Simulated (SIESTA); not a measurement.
# BN in SIESTA: convergence with SplitNorm

Input of the first run (SplitNorm 0.05); the others differ in this setting and in those tied to it:

File BN.fdf:

```
SystemName                      BN
SystemLabel                     BN
NumberOfSpecies                 2
NumberOfAtoms                   2
%block ChemicalSpeciesLabel
  1   7 N
  2   5 B
%endblock ChemicalSpeciesLabel

LatticeConstant                 1.0 Ang
%block LatticeVectors
     0.0000000000     3.4953158300     2.1660912400
     1.2516321000     0.0000000000     2.1660912400
     1.2516321000     3.4953158300     0.0000000000
%endblock LatticeVectors
AtomicCoordinatesFormat         Fractional
%block AtomicCoordinatesAndAtomicSpecies
     0.6608190000     0.6974220000     0.3268340000  1  N
     0.0070130000     0.0078650000     0.9907430000  2  B
%endblock AtomicCoordinatesAndAtomicSpecies

%block kgrid.MonkhorstPack
   10   0   0  0.0
    0  10   0  0.0
    0   0  10  0.0
%endblock kgrid.MonkhorstPack
XC.Functional                   GGA
XC.Authors                      PBE
PAO.BasisSize                   DZP
PAO.EnergyShift                 0.002 Ry
Mesh.Cutoff                     800 Ry
PAO.SplitNorm                   0.05
OccupationFunction              FD
ElectronicTemperature           0.05 eV
MaxSCFIterations                120
SCF.MustConverge                false
SCF.Mixer.Method                Pulay
SCF.Mixer.Weight                0.25
SCF.Mixer.History               8
SCF.DM.Tolerance                5.0e-05
SCF.H.Tolerance                 1.0e-03 eV
WriteForces                     true
Charge.Mulliken                 end
```

Potentials or basis: PseudoDojo 0.4 standard (PBE files), DZP (energy shift 0.002 Ry).

The run is started by

```sh
$ siesta BN.fdf > BN.out 2>&1
```

The cell isn't the ideal one: atoms moved at random, drawn with an rms of 0.05 Å.

The cell comes from a database or a generator and needn't be the stable form of this composition.

Hardware: 1 thread of Arm Neoverse V2 (shared host).

| SplitNorm | energy less the tightest run, at zero smearing (meV/atom) | pressure (GPa) | largest force (eV/Å) | gap on the mesh (eV) | SCF cycles | CPU time (s) | peak memory (GiB) |
| --- | --- | --- | --- | --- | --- | --- | --- |
| 0.05 | 103.66 | 9.61 | 1.788 | 3.760 | 10 | 140 | 0.5 |
| 0.1 | 42.61 | 8.83 | 1.755 | 3.725 | 10 | 130 | 0.48 |
| 0.15 | 12.65 | 7.71 | 1.748 | 3.687 | 10 | 120 | 0.47 |
| 0.2 | 3.94 | 6.13 | 1.713 | 3.679 | 10 | 110 | 0.47 |
| 0.3 | 9.39 | 5.41 | 1.659 | 3.706 | 10 | 110 | 0.46 |
| 0.4 | 3.63 | 6.71 | 1.650 | 3.736 | 10 | 100 | 0.46 |
| 0.5 | 0.00 | 5.39 | 1.659 | 3.738 | 9 | 95 | 0.45 |

Against the tightest run, the gap on the mesh stays within 0.01 eV from 0.4 on. Not settled before the last step: the energy (to 1 meV/atom), the pressure (to 0.1 GPa), the largest force (to 0.005 eV/Å). The tightest run that finished is the yardstick and may itself not be fully converged.

Caveat, for the tightest run too: the basis of atomic orbitals isn't converged, which shifts pressures, moduli and gaps.
